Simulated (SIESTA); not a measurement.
# Pd under changes of volume

One of the cells (15.045 Å³/atom); the others are scaled copies at fixed shape and fractional positions:

```xyz
1
Lattice="0.0000 1.9594 1.9594 1.9594 0.0000 1.9594 1.9594 1.9594 0.0000" Properties=species:S:1:pos:R:3 pbc="T T T"
Pd    0.0000    0.0000    0.0000
```

* Program: SIESTA 5.4.2
* Functional: PBE
* Potentials or basis: PseudoDojo 0.4 standard (PBE files)
* Basis: DZP (energy shift 0.003 Ry; two zetas on semicore shells)
* Grid cutoff: 800 Ry
* Energy shift: 0.003 Ry
* k mesh: 12 × 12 × 12
* Occupations: fermi-dirac, width 0.05 eV
* Spin: no spin polarisation

```tsv
volume (Å³/atom)	energy over the lowest point (meV/atom)	pressure (GPa)
13.865	?	?
14.160	57.27	16.8
14.455	31.01	11.9
15.045	3.66	3.7
15.340	0.00	0.6
15.635	1.98	-2.3
```

What does the run at 13.865 Å³/atom give?

Energy over the lowest point 92.79 meV/atom; pressure 22.2 GPa.

Worked out: A Birch-Murnaghan fit of order 3 (a polynomial in V^(-2/3)) to the other rows has its minimum at 15.38 Å³/atom with B0 = V·E''(V) = 151 GPa (rough, since the energies scatter). It gives 93.70 meV/atom at 13.865 Å³/atom, against the run's 92.79, and -dE/dV = 22.9 GPa, against 22.2.

Energies are extrapolated to zero smearing.

Caveats: the basis of atomic orbitals isn't converged, which shifts pressures, moduli and gaps.
